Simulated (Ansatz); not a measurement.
K2S (started from an entry of an open crystallographic database) was relaxed with 5 functionals in the plane-wave code Ansatz, cell and atoms free, the symmetry of the start kept (meshes: PBE 6×6×6, r2SCAN 6×6×6, PBEsol 6×6×6, LDA 6×6×6, HSE06 4×4×4). Spin-unpolarised throughout; all numbers are computed.

The LDA result:
```yaml
crystal:
  lattice:
    - [0.00000, 3.59648, 3.59648]
    - [3.59648, 0.00000, 3.59648]
    - [3.59648, 3.59648, 0.00000]
  atoms:
    - { symbol: K, position: [0.25000, 0.25000, 0.25000] }
    - { symbol: K, position: [0.75000, 0.75000, 0.75000] }
    - { symbol: S, position: [0.00000, 0.00000, 0.00000] }
```

The symmetry is Fm-3m (No. 225, cubic); a = 7.193 Å in the conventional setting, 31.01 Å³ an atom. K is surrounded by 4 S at 3.11 Å; S is surrounded by 8 K at 3.11 Å.

(1) What lattice does r2SCAN give?

(2) How does the cell change with PBE?

(3) Held at the r2SCAN cell, what mean stress do LDA and PBE find, and does its sign point to their own minimum?

Results:

(1) a = 7.405 Å; the volume differs by +9.1 % from LDA's. Around K lie 4 S at 3.21 Å; around S lie 8 K at 3.21 Å.

(2) a = 7.461 Å; the volume differs by +11.6 % from LDA's. Around K lie 4 S at 3.23 Å; around S lie 8 K at 3.23 Å.

(3) Yes. LDA -1.71 GPa, and its relaxed volume is -8.4 % from r2SCAN's; PBE +0.45 GPa, and its relaxed volume is +2.3 % from r2SCAN's. Compression counts positive, so a positive stress asks for a larger cell.
